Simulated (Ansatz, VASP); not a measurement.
Two plane-wave programs on Y

```
CELL_PARAMETERS angstrom
-1.98457 1.98457 1.98457
1.98457 -1.98457 1.98457
1.98457 1.98457 -1.98457
ATOMIC_POSITIONS crystal
Y 0.00000 0.00000 0.00000
```

Alike in both runs: functional PBEsol; k mesh 8 × 8 × 8; occupations gaussian, width 0.1 eV; no spin polarisation.

Ansatz relaxed the structure, and its values are those at the end. VASP's run is a single point on that final structure, the one shown.

```csv
,VASP,Ansatz
version,VASP 6.6.1,Ansatz 0.2.0
potentials or method,"VASP PAW PBE potentials, release 64 (Y_sv)","scalar-relativistic, plane waves, PAW"
plane-wave cutoff (eV),520,420
valence electrons in the cell,11,11
```

|  | VASP | Ansatz | Ansatz less VASP |
| --- | --- | --- | --- |
| gap on the k mesh at the Fermi level (eV) | none | none | - |
| pressure (GPa) | 0.1 | 0.2 | +0.13 |

A gap of «none» marks a metal or a gap that the smearing closes.

Caveats: the PAW data sets were made with another functional, which shifts forces and pressure a little (VASP).
